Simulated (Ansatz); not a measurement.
# CoPdO2: the cost of one run

Computed with Ansatz 0.2.0 (DFT PBE+U (U_eff = 3.3 eV on Co 3d), scalar-relativistic, plane waves, PAW, unless a step's input says otherwise).

1 further run of the same task is left out (it didn't finish).

## 1. The structure to begin with

Symmetry: R-3m, No. 166, trigonal system. The conventional cell has a = 2.863 Å, b = 2.863 Å, c = 17.873 Å, α = 90.00°, β = 90.00°, γ = 120.00°. Around Co (site symmetry -3m) lie 6 O at 1.92 Å. Pd (site symmetry -3m) is surrounded by 2 O at 2.01 Å. O (site symmetry 3m) is surrounded by 3 Co at 1.92 Å and 1 Pd at 2.01 Å.

As a file:

```cif
data_structure
_symmetry_space_group_name_H-M 'P 1'
_symmetry_Int_Tables_number 1
_cell_length_a 6.1829
_cell_length_b 6.1829
_cell_length_c 6.1829
_cell_angle_alpha 26.778
_cell_angle_beta 26.778
_cell_angle_gamma 26.778
_cell_volume 42.30
loop_
_atom_site_label
_atom_site_type_symbol
_atom_site_fract_x
_atom_site_fract_y
_atom_site_fract_z
_atom_site_occupancy
Co1 Co 0.50000 0.50000 0.50000 1
Pd1 Pd 0.00000 0.00000 0.00000 1
O1 O 0.88752 0.88752 0.88752 1
O2 O 0.11248 0.11248 0.11248 1
```

Starting moments: Co 3.00; Pd 2.00 μB.

## 2. First run, at the start cell

Contents of input.yaml:

```yaml
crystal:
  lattice:
    - [1.4316899074, 0.8265865534, 5.9577715763]
    - [-1.4316899074, 0.8265865534, 5.9577715763]
    - [0.0, -1.6531731068, 5.9577715763]
  atoms:
    - { symbol: Co, position: [0.5, 0.5, 0.5], spin: 3.0 }
    - { symbol: Pd, position: [0.0, 0.0, 0.0], spin: 2.0 }
    - { symbol: O, position: [0.887524, 0.887524, 0.887524] }
    - { symbol: O, position: [0.112476, 0.112476, 0.112476] }
basis:
  ecutwfc: 420
  ecutrho_ratio: 4
kpoints:
  mp_grid: { grid: [6, 6, 6] }
hamiltonian:
  xc: pbe
  hubbard: { sites: [{ species: Co, l: d, u_eff: 3.3 }] }
scf:
  occupations: { method: gaussian, width: 0.05 }
output:
  forces: true
  stress: true
  eigenvalues: true
  populations: true
  hubbard: { sites: [{ species: Co, l: d }] }
magnetization:
  spin_polarized: true
```

Run with:

```bash
$ ansatz run input.yaml --threads 4 --pin off --max-ram 10240MiB --backend cpu --events-out ev --progress --plain --runs-dir out
```

What time and memory should one allow on 4 threads of Intel Xeon Platinum 8259CL at 2.50GHz (Skylake/Cascade Lake), shared host?

About 29 s, with a peak of 0.66 GiB.
